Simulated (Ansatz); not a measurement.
# Scandium, omega (AlB2-type) under PBE: ground state and equation of state, part 1 of 2

What does PBE give for scandium in the omega (AlB2-type) structure? We relax it, solve it on a dense k-mesh, then scale the cell to 7 volumes from 88 to 112 % of the relaxed one and try a fit of the equation of state. The start is ferromagnetic. The k-meshes are 7×7×10 for the relaxation; 10×10×13 for the dense run; 10×10×13 for the volumes.

Method: DFT PBE, plane waves (420 eV) with PAW, scalar-relativistic, in Ansatz 0.2.0.

### 1 Starting point

It takes space group P6/mmm (No. 191, hexagonal). The conventional cell has a = 5.208 Å, b = 5.208 Å, c = 3.193 Å, α = 90.00°, β = 90.00°, γ = 120.00°. Sc (site symmetry 6/mmm) is surrounded by 14 Sc at 3.19 to 3.40 Å. Sc (site symmetry -6m2) has 11 Sc at 3.01 to 3.40 Å as nearest neighbours.

Structure file:

```
CELL_PARAMETERS angstrom
5.20838 0.00000 0.00000
-2.60419 4.51059 0.00000
0.00000 0.00000 3.19273
ATOMIC_POSITIONS crystal
Sc 0.00000 0.00000 0.00000
Sc 0.33333 0.66667 0.50000
Sc 0.66667 0.33333 0.50000
```

Starting moments (μB): +1 ×3.

### 2 Relaxing cell and atoms

Input file input.yaml:

```yaml
crystal:
  lattice:
    - [5.2083761254, 0.0, 0.0]
    - [-2.6041880627, 4.5105860371, 0.0]
    - [0.0, 0.0, 3.1927345649]
  atoms:
    - { symbol: Sc, position: [0.0, 0.0, 0.0], spin: 1.0 }
    - { symbol: Sc, position: [0.3333333333, 0.6666666667, 0.5], spin: 1.0 }
    - { symbol: Sc, position: [0.6666666667, 0.3333333333, 0.5], spin: 1.0 }
hamiltonian:
  xc: pbe
  pseudopotentials:
    kind: paw
    azcp:
      Sc: "pseudopotentials/Sc.paw.azcp"
basis:
  ecutwfc: 420
  fft_grid_basis: typed
kpoints:
  mp_grid: { grid: [7, 7, 10], shift: [0, 0, 0] }
magnetization:
  spin_polarized: true
scf:
  occupations: { method: fermi_dirac, width: 0.05 }
relax:
  max_steps: 60
  f_tol: 0.01
  cell: {}
```

The log of the run, cut to the lines that bear on the results:

```text
Warning: RAYON_NUM_THREADS=2 ignored (pool sized by the plan → 2); use --threads N
[...]
Pseudopotentials: kind: paw
Pseudopotential: Sc, paw, valence charge 11, recommended cutoff 420 eV (normal), <dir>
Functional definition: PBE
[...]
Crystal: 3 atoms, lattice volume = 75.006 Å³
Basis set: ecut = 420 eV, 1421 PW (Γ), exchange–correlation on 72×72×48 points (8 copies of the dense FFT grid, shifted against one another)
Bands: 22, of which v1, the nominal top of the filled ones, is band 17 counted from 1 (16 counted from 0)
Symmetry: 24 space group operations
Space group: P6/mmm (ITA 191), of the structure as read, at distance tolerance 4.2e-5 Å
Magnetic group: BNS 191.233 (UNI 1463), of the structure as read, at distance tolerance 4.2e-5 Å
k-points: 48 of 490
[...]
Starting moments: Σ|m| = 3 μB on 3 of 3 sites
[...]
SCF iter   1: F=—  HF=-6406.889786 eV  |F-HF|=—  |Δ(HF+E_count)|=         —  Δρ=3.14e-2 (↑3.14e-2 ↓1.36e-2)  dr2=4.98e-1  dr2_m=3.22e-1  M=2.232 μB ∫|m|=2.232 μB  β_m=0.30  ethr=1.51e-3  ⟨swp⟩=1.0  Hψ=10389  notcnv=0
[...]
relax step   1: F+E_penalty+E_count = -6407.25638982 eV  Δ(F+E_penalty+E_count) = +0.000e0 eV  max|allowed force component| = 3.701e-17 eV/Å  Δτ_max = 0.0000 Å  P = -1.026 GPa  Ω = 75.006 Å³  (20 SCF iters, dr2 threshold 1.00e-7 eV, accepted)
[...]
SCF converged after 7 iterations
Magnetization: 0.0000 μB (16.5000 up, 16.5000 down)
Absolute magnetization: 0.0000 μB (∫|ρ↑−ρ↓|, with the PAW one-centre terms)
Spin contamination: 0.0000 ħ² per cell (⟨S²⟩ above its minimum at these occupations)
Per-site moments (μB) at R_I (Å): [(3.910004305525749e-6, 1.3341891712087195), (2.2265241362895867e-6, 1.2196854094282432), (2.2265241362695997e-6, 1.2196854094282432)]
Free energy (F): -6407.273196 eV
[...]
E sigma→0 (E₀):  -6407.246946 eV
Entropy (-TS):   -0.052500 eV (-17.500 meV/atom)
Fermi energy:    9.269302 eV
[...]
--- Forces (eV/Å), atoms counted from 1 ---
  atom   1  Sc    -0.00000000     0.00000000     0.00000000
  atom   2  Sc    -0.00000000     0.00000000    -0.00000000
  atom   3  Sc     0.00000000    -0.00000000     0.00000000
[...]
--- Stress (GPa, compression-positive) ---
       -0.002060      -0.000000      -0.000000
       -0.000000      -0.002060      -0.000000
       -0.000000      -0.000000       0.000836
  P = ⅓ Tr σ = -0.0011 GPa (-0.011 kbar)
--- Relaxed structure (4 steps of the walk, 4 accepted, 1 SCFs on fresh bases) ---
  F+E_penalty+E_count = -6407.27319551 eV   max|allowed force component| = 1.480e-16 eV/Å   (the final SCF, on the basis selected at the relaxed cell)
  cell:  # Å, volume = 73.4671 Å³
    - [5.121350541527676, 3.171384165824156e-34, 0.0]
    - [-2.560675270763838, 4.4352196706481575, 0.0]
    - [0.0, 0.0, 3.234397990809017]
  atoms:
    - { symbol: Sc, position: [1.4973186522153072e-35, 1.1860555052262105e-36, 0.0] }
    - { symbol: Sc, position: [0.3333333333333334, 0.6666666666666669, 0.5] }
    - { symbol: Sc, position: [0.6666666666666666, 0.3333333333333334, 0.5] }
```

Wall time 32 s (2 threads of an Arm CPU, shared host); peak memory 0.41 GiB.

Step by step:

```
step  energy change (meV/atom)  largest force (eV/Å)  pressure (GPa)  volume (Å³/atom)
   1                      0.00                0.0000           -1.03            25.002
   2                     -5.58                0.0000            0.15            24.423
   3                     -5.65                0.0000           -0.06            24.514
   4                     -5.67                0.0000            0.00            24.489
   5                     -5.60                0.0000            0.00            24.489
```

Steps that repeat a cell are solved on a basis chosen anew, so their changes of energy are no gain of the relaxation.

Changes in the cell that was computed:

|  | before | after | change |
| --- | --- | --- | --- |
| a (Å) | 5.208 | 5.121 | -1.7 % |
| b (Å) | 5.208 | 5.121 | -1.7 % |
| c (Å) | 3.193 | 3.234 | +1.3 % |
| volume (Å³/atom) | 25.002 | 24.489 | -2.1 % |
| shortest distance (Å) | 3.007 | 2.957 | -1.7 % |
| space group (spins left aside) | P6/mmm | P6/mmm | same |

### 3 Single point on a dense mesh

input.yaml, as its differences from that of step 2:

```diff
@@ -2,5 +2,5 @@
   lattice:
-    - [5.2083761254, 0.0, 0.0]
-    - [-2.6041880627, 4.5105860371, 0.0]
-    - [0.0, 0.0, 3.1927345649]
+    - [5.1213505415, 0.0, 0.0]
+    - [-2.5606752708, 4.4352196706, 0.0]
+    - [0.0, 0.0, 3.2343979908]
   atoms:
@@ -19,3 +19,3 @@
 kpoints:
-  mp_grid: { grid: [7, 7, 10], shift: [0, 0, 0] }
+  mp_grid: { grid: [10, 10, 13], shift: [0, 0, 0] }
 magnetization:
@@ -24,5 +24 @@
   occupations: { method: fermi_dirac, width: 0.05 }
-relax:
-  max_steps: 60
-  f_tol: 0.01
-  cell: {}
```

The log of the run, cut to the lines that bear on the results:

```text
Warning: RAYON_NUM_THREADS=2 ignored (pool sized by the plan → 2); use --threads N
[...]
[... 3 set-up lines as earlier in the session ...]
[...]
Crystal: 3 atoms, lattice volume = 73.467 Å³
Basis set: ecut = 420 eV, 1433 PW (Γ)
Bands: 22, of which v1, the nominal top of the filled ones, is band 17 counted from 1 (16 counted from 0)
[... 2 set-up lines as earlier in the session ...]
Magnetic group: BNS 191.233 (UNI 1463), of the structure as read, at distance tolerance 4.2e-5 Å
k-points: 98 of 1300
[...]
Starting moments: Σ|m| = 3 μB on 3 of 3 sites
[...]
SCF iter   1: F=—  HF=-6407.667906 eV  |F-HF|=—  |Δ(HF+E_count)|=         —  Δρ=4.19e-2 (↑4.19e-2 ↓2.43e-2)  dr2=5.93e-1  dr2_m=6.94e-1  M=0.830 μB ∫|m|=0.830 μB  β_m=0.30  ethr=1.79e-3  ⟨swp⟩=1.0  Hψ=21067  notcnv=0
[...]
SCF iter  14: F=-6407.274471 eV  HF=-6407.274471 eV  |F-HF|=4.19e-9  |Δ(HF+E_count)|=   1.07e-9  Δρ=8.06e-7 (↑8.06e-7 ↓7.66e-7)  dr2=4.66e-9  dr2_m=3.27e-11  M=0.000 μB ∫|m|=0.000 μB  ethr=2.23e-12  ⟨swp⟩=1.0  Hψ=12151  notcnv=0
[...]
WARN: the starting moments were not kept: the SCF closed with an absolute magnetisation of 2.5e-5 μB, where they sum to 3 μB in size (3 sites). That is at most 0.1 of that sum. Measured as dr2_m measures the in/out step, that magnetisation stands 4.2e-11 eV from none, at or under the [...]
SCF converged after 14 iterations
Magnetization: 0.0000 μB (16.5000 up, 16.5000 down)
Absolute magnetization: 0.0000 μB (∫|ρ↑−ρ↓|, with the PAW one-centre terms)
Spin contamination: 0.0000 ħ² per cell (⟨S²⟩ above its minimum at these occupations)
Per-site moments (μB) at R_I (Å): [(2.798453694996346e-6, 1.334189171205), (4.1306387467753185e-6, 1.2196854094183263), (4.1306387469051085e-6, 1.2196854094183263)]
Free energy (F): -6407.274471 eV
[...]
E sigma→0 (E₀):  -6407.249387 eV
Entropy (-TS):   -0.050168 eV (-16.723 meV/atom)
Fermi energy:    9.269613 eV
[...]
```

It took 12 s on 2 threads of an Arm CPU, shared host; peak memory 0.51 GiB.

### 4 The cell scaled to 88 % of its volume

input.yaml, as its differences from that of step 3:

```diff
@@ -2,5 +2,5 @@
   lattice:
-    - [5.1213505415, 0.0, 0.0]
-    - [-2.5606752708, 4.4352196706, 0.0]
-    - [0.0, 0.0, 3.2343979908]
+    - [4.9077081359, 0.0, 0.0]
+    - [-2.453854068, 4.2501999201, 0.0]
+    - [0.0, 0.0, 3.0994717518]
   atoms:
@@ -24 +24,3 @@
   occupations: { method: fermi_dirac, width: 0.05 }
+output:
+  stress: true
```

The log of the run, cut to the lines that bear on the results:

```text
Warning: RAYON_NUM_THREADS=2 ignored (pool sized by the plan → 2); use --threads N
[...]
[... 3 set-up lines as earlier in the session ...]
[...]
Crystal: 3 atoms, lattice volume = 64.651 Å³
Basis set: ecut = 420 eV, 1241 PW (Γ)
Bands: 22, of which v1, the nominal top of the filled ones, is band 17 counted from 1 (16 counted from 0)
[... 1 set-up line as earlier in the session ...]
Space group: P6/mmm (ITA 191), of the structure as read, at distance tolerance 4.0e-5 Å
Magnetic group: BNS 191.233 (UNI 1463), of the structure as read, at distance tolerance 4.0e-5 Å
k-points: 98 of 1300
[...]
Starting moments: Σ|m| = 3 μB on 3 of 3 sites
[...]
SCF iter   1: F=—  HF=-6407.274066 eV  |F-HF|=—  |Δ(HF+E_count)|=         —  Δρ=4.42e-2 (↑4.42e-2 ↓2.74e-2)  dr2=4.95e-1  dr2_m=7.15e-1  M=0.779 μB ∫|m|=0.779 μB  β_m=0.30  ethr=1.50e-3  ⟨swp⟩=1.0  Hψ=21113  notcnv=0
[...]
SCF iter  14: F=-6407.064672 eV  HF=-6407.064672 eV  |F-HF|=1.53e-9  |Δ(HF+E_count)|=   1.31e-9  Δρ=5.56e-7 (↑5.54e-7 ↓5.56e-7)  dr2=1.70e-9  dr2_m=2.58e-11  M=0.000 μB ∫|m|=0.000 μB  ethr=5.49e-12  ⟨swp⟩=1.0  Hψ=11601  notcnv=0
[...]
WARN: the starting moments were not kept: the SCF closed with an absolute magnetisation of 1.1e-4 μB, where they sum to 3 μB in size (3 sites). That is at most 0.1 of that sum. Measured as dr2_m measures the in/out step, that magnetisation stands 8.0e-10 eV from none, at or under the [...]
SCF converged after 14 iterations
Magnetization: 0.0001 μB (16.5001 up, 16.4999 down)
Absolute magnetization: 0.0001 μB (∫|ρ↑−ρ↓|, with the PAW one-centre terms)
Spin contamination: 0.0000 ħ² per cell (⟨S²⟩ above its minimum at these occupations)
Per-site moments (μB) at R_I (Å): [(2.773929868024836e-5, 1.2785320976175), (1.938937372001026e-5, 1.1688049780204834), (1.938937372002373e-5, 1.1688049780204834)]
Free energy (F): -6407.064672 eV
[...]
E sigma→0 (E₀):  -6407.041093 eV
Entropy (-TS):   -0.047159 eV (-15.720 meV/atom)
Fermi energy:    10.798888 eV
[...]
--- Stress (GPa, compression-positive) ---
        8.353497       0.000000       0.000000
        0.000000       8.353497       0.000000
        0.000000       0.000000       8.322165
  P = ⅓ Tr σ = 8.3431 GPa (83.431 kbar)
```

Run time: 12 s. Hardware: 2 threads of an Arm CPU, shared host; peak memory 0.5 GiB.

### 5 The cell scaled to 92 % of its volume

input.yaml, as its differences from that of step 4:

```diff
@@ -2,5 +2,5 @@
   lattice:
-    - [4.9077081359, 0.0, 0.0]
-    - [-2.453854068, 4.2501999201, 0.0]
-    - [0.0, 0.0, 3.0994717518]
+    - [4.9809683118, 0.0, 0.0]
+    - [-2.4904841559, 4.3136450935, 0.0]
+    - [0.0, 0.0, 3.1457393454]
   atoms:
```

The log of the run, cut to the lines that bear on the results:

```text
Warning: RAYON_NUM_THREADS=2 ignored (pool sized by the plan → 2); use --threads N
[...]
[... 3 set-up lines as earlier in the session ...]
[...]
Crystal: 3 atoms, lattice volume = 67.590 Å³
Basis set: ecut = 420 eV, 1337 PW (Γ)
Bands: 22, of which v1, the nominal top of the filled ones, is band 17 counted from 1 (16 counted from 0)
[... 1 set-up line as earlier in the session ...]
Space group: P6/mmm (ITA 191), of the structure as read, at distance tolerance 4.1e-5 Å
Magnetic group: BNS 191.233 (UNI 1463), of the structure as read, at distance tolerance 4.1e-5 Å
k-points: 98 of 1300
[...]
Starting moments: Σ|m| = 3 μB on 3 of 3 sites
[...]
SCF iter   1: F=—  HF=-6407.477629 eV  |F-HF|=—  |Δ(HF+E_count)|=         —  Δρ=4.34e-2 (↑4.34e-2 ↓2.63e-2)  dr2=5.28e-1  dr2_m=7.08e-1  M=0.793 μB ∫|m|=0.793 μB  β_m=0.30  ethr=1.60e-3  ⟨swp⟩=1.0  Hψ=21121  notcnv=0
[...]
SCF iter  14: F=-6407.186856 eV  HF=-6407.186856 eV  |F-HF|=2.56e-10  |Δ(HF+E_count)|=  9.28e-11  Δρ=3.19e-7 (↑2.45e-7 ↓3.19e-7)  dr2=3.74e-10  dr2_m=2.11e-11  M=-0.000 μB ∫|m|=0.000 μB  ethr=1.77e-12  ⟨swp⟩=1.0  Hψ=10892  notcnv=0
[...]
WARN: the starting moments were not kept: the SCF closed with an absolute magnetisation of 7.6e-5 μB, where they sum to 3 μB in size (3 sites). That is at most 0.1 of that sum. Measured as dr2_m measures the in/out step, that magnetisation stands 3.8e-10 eV from none, at or under the [...]
SCF converged after 14 iterations
Magnetization: -0.0001 μB (16.5000 up, 16.5000 down)
Absolute magnetization: 0.0001 μB (∫|ρ↑−ρ↓|, with the PAW one-centre terms)
Spin contamination: 0.0000 ħ² per cell (⟨S²⟩ above its minimum at these occupations)
Per-site moments (μB) at R_I (Å): [(-2.0756608119390875e-5, 1.2976174799775), (-1.1528490061712804e-5, 1.1862524007075623), (-1.1528490061831065e-5, 1.1862524007075623)]
Free energy (F): -6407.186856 eV
[...]
E sigma→0 (E₀):  -6407.162848 eV
Entropy (-TS):   -0.048016 eV (-16.005 meV/atom)
Fermi energy:    10.246678 eV
[...]
--- Stress (GPa, compression-positive) ---
        5.074814      -0.000000       0.000000
       -0.000000       5.074814       0.000000
        0.000000       0.000000       5.068106
  P = ⅓ Tr σ = 5.0726 GPa (50.726 kbar)
```

Run time: 13 s. Hardware: 2 threads of an Arm CPU, shared host; peak memory 0.5 GiB.

### 6 The cell scaled to 96 % of its volume

input.yaml, as its differences from that of step 5:

```diff
@@ -2,5 +2,5 @@
   lattice:
-    - [4.9809683118, 0.0, 0.0]
-    - [-2.4904841559, 4.3136450935, 0.0]
-    - [0.0, 0.0, 3.1457393454]
+    - [5.052134617, 0.0, 0.0]
+    - [-2.5260673085, 4.3752769216, 0.0]
+    - [0.0, 0.0, 3.1906845512]
   atoms:
```

The log of the run, cut to the lines that bear on the results:

```text
Warning: RAYON_NUM_THREADS=2 ignored (pool sized by the plan → 2); use --threads N
[...]
[... 3 set-up lines as earlier in the session ...]
[...]
Crystal: 3 atoms, lattice volume = 70.528 Å³
Basis set: ecut = 420 eV, 1361 PW (Γ)
Bands: 22, of which v1, the nominal top of the filled ones, is band 17 counted from 1 (16 counted from 0)
[... 2 set-up lines as earlier in the session ...]
Magnetic group: BNS 191.233 (UNI 1463), of the structure as read, at distance tolerance 4.1e-5 Å
k-points: 98 of 1300
[...]
Starting moments: Σ|m| = 3 μB on 3 of 3 sites
[...]
SCF iter   1: F=—  HF=-6407.604527 eV  |F-HF|=—  |Δ(HF+E_count)|=         —  Δρ=4.27e-2 (↑4.27e-2 ↓2.53e-2)  dr2=5.61e-1  dr2_m=7.02e-1  M=0.811 μB ∫|m|=0.811 μB  β_m=0.30  ethr=1.70e-3  ⟨swp⟩=1.0  Hψ=21082  notcnv=0
[...]
SCF iter  14: F=-6407.253900 eV  HF=-6407.253900 eV  |F-HF|=2.84e-9  |Δ(HF+E_count)|=  6.34e-10  Δρ=6.87e-7 (↑6.87e-7 ↓6.38e-7)  dr2=3.16e-9  dr2_m=2.17e-11  M=0.000 μB ∫|m|=0.000 μB  ethr=2.82e-12  ⟨swp⟩=2.1  Hψ=8409  notcnv=0
[...]
WARN: the starting moments were not kept: the SCF closed with an absolute magnetisation of 2.0e-5 μB, where they sum to 3 μB in size (3 sites). That is at most 0.1 of that sum. Measured as dr2_m measures the in/out step, that magnetisation stands 2.8e-11 eV from none, at or under the [...]
SCF converged after 14 iterations
Magnetization: 0.0000 μB (16.5000 up, 16.5000 down)
Absolute magnetization: 0.0000 μB (∫|ρ↑−ρ↓|, with the PAW one-centre terms)
Spin contamination: 0.0000 ħ² per cell (⟨S²⟩ above its minimum at these occupations)
Per-site moments (μB) at R_I (Å): [(1.92413855832804e-6, 1.31615737737), (3.741401065377666e-6, 1.2032011534483553), (3.7414010655050517e-6, 1.2032011534483553)]
Free energy (F): -6407.253900 eV
[...]
E sigma→0 (E₀):  -6407.229404 eV
Entropy (-TS):   -0.048992 eV (-16.331 meV/atom)
Fermi energy:    9.738782 eV
[...]
--- Stress (GPa, compression-positive) ---
        2.330585       0.000000       0.000000
        0.000000       2.330585       0.000000
        0.000000       0.000000       2.286058
  P = ⅓ Tr σ = 2.3157 GPa (23.157 kbar)
```

It took 13 s on 2 threads of an Arm CPU, shared host; peak memory 0.51 GiB.

### 7 The cell scaled to 100 % of its volume

input.yaml, as its differences from that of step 6:

```diff
@@ -2,5 +2,5 @@
   lattice:
-    - [5.052134617, 0.0, 0.0]
-    - [-2.5260673085, 4.3752769216, 0.0]
-    - [0.0, 0.0, 3.1906845512]
+    - [5.1213505415, 0.0, 0.0]
+    - [-2.5606752708, 4.4352196706, 0.0]
+    - [0.0, 0.0, 3.2343979908]
   atoms:
```

The log of the run, cut to the lines that bear on the results:

```text
Warning: RAYON_NUM_THREADS=2 ignored (pool sized by the plan → 2); use --threads N
[...]
[... 3 set-up lines as earlier in the session ...]
[...]
Crystal: 3 atoms, lattice volume = 73.467 Å³
Basis set: ecut = 420 eV, 1433 PW (Γ)
Bands: 22, of which v1, the nominal top of the filled ones, is band 17 counted from 1 (16 counted from 0)
[... 2 set-up lines as earlier in the session ...]
Magnetic group: BNS 191.233 (UNI 1463), of the structure as read, at distance tolerance 4.2e-5 Å
k-points: 98 of 1300
[...]
Starting moments: Σ|m| = 3 μB on 3 of 3 sites
[...]
SCF iter   1: F=—  HF=-6407.667906 eV  |F-HF|=—  |Δ(HF+E_count)|=         —  Δρ=4.19e-2 (↑4.19e-2 ↓2.43e-2)  dr2=5.93e-1  dr2_m=6.94e-1  M=0.830 μB ∫|m|=0.830 μB  β_m=0.30  ethr=1.79e-3  ⟨swp⟩=1.0  Hψ=21067  notcnv=0
[...]
SCF iter  14: F=-6407.274471 eV  HF=-6407.274471 eV  |F-HF|=4.19e-9  |Δ(HF+E_count)|=   1.07e-9  Δρ=8.06e-7 (↑8.06e-7 ↓7.66e-7)  dr2=4.66e-9  dr2_m=3.27e-11  M=0.000 μB ∫|m|=0.000 μB  ethr=2.23e-12  ⟨swp⟩=1.0  Hψ=12151  notcnv=0
[...]
WARN: the starting moments were not kept: the SCF closed with an absolute magnetisation of 2.5e-5 μB, where they sum to 3 μB in size (3 sites). That is at most 0.1 of that sum. Measured as dr2_m measures the in/out step, that magnetisation stands 4.2e-11 eV from none, at or under the [...]
SCF converged after 14 iterations
Magnetization: 0.0000 μB (16.5000 up, 16.5000 down)
Absolute magnetization: 0.0000 μB (∫|ρ↑−ρ↓|, with the PAW one-centre terms)
Spin contamination: 0.0000 ħ² per cell (⟨S²⟩ above its minimum at these occupations)
Per-site moments (μB) at R_I (Å): [(2.798453694996346e-6, 1.334189171205), (4.1306387467753185e-6, 1.2196854094183263), (4.1306387469051085e-6, 1.2196854094183263)]
Free energy (F): -6407.274471 eV
[...]
E sigma→0 (E₀):  -6407.249387 eV
Entropy (-TS):   -0.050168 eV (-16.723 meV/atom)
Fermi energy:    9.269613 eV
[...]
--- Stress (GPa, compression-positive) ---
        0.030984       0.000000       0.000000
        0.000000       0.030984      -0.000000
        0.000000      -0.000000      -0.081851
  P = ⅓ Tr σ = -0.0066 GPa (-0.066 kbar)
```

Wall time 13 s (2 threads of an Arm CPU, shared host); peak memory 0.52 GiB.

(Continued in part 2 of 2.)
